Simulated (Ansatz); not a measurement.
NaCl:

```
Cl Na
1.0
     0.00000    2.79406    2.79406
     2.79406    0.00000    2.79406
     2.79406    2.79406    0.00000
Cl Na
1 1
Direct
  0.50000 0.50000 0.50000
  0.00000 0.00000 0.00000
```

The cell is a database's computed one.

* Program: Ansatz 0.2.0
* Task: relaxation of cell and atoms
* Functional: revPBE
* Potentials or basis: Ansatz PAW
* Cutoff: 420 eV (not typed: the program's choice for these potentials)
* k mesh: 8 × 8 × 8
* Occupations: fermi-dirac, width 0.05 eV
* Spin: no spin polarisation

At the start: volume 21.81 Å³/atom.

Problem. Where does the relaxation end?

Solution. It ends after 5 steps and the volume is 24.69 Å³/atom (+13.2 %); space group Fm-3m (No. 225, to 0.05 Å).

The path:
```csv
step,energy change (eV),largest force (eV/Å),volume (Å³)
1,0.0000,0.0000,43.63
2,-0.0460,0.0000,47.25
3,-0.0521,0.0000,49.01
4,-0.0523,0.0000,49.39
5,-0.0525,0.0000,49.39
```

Final structure:
```
CELL_PARAMETERS angstrom
0.00000 2.91206 2.91206
2.91206 0.00000 2.91206
2.91206 2.91206 0.00000
ATOMIC_POSITIONS crystal
Cl 0.50000 0.50000 0.50000
Na 0.00000 0.00000 0.00000
```

Caveat: the plane-wave basis is chosen anew once the cell has moved, so the energies of steps on either side of that aren't comparable; the PAW data sets come from PBE, with cores solved anew for the run's functional, which leaves a small shift of forces and pressure.
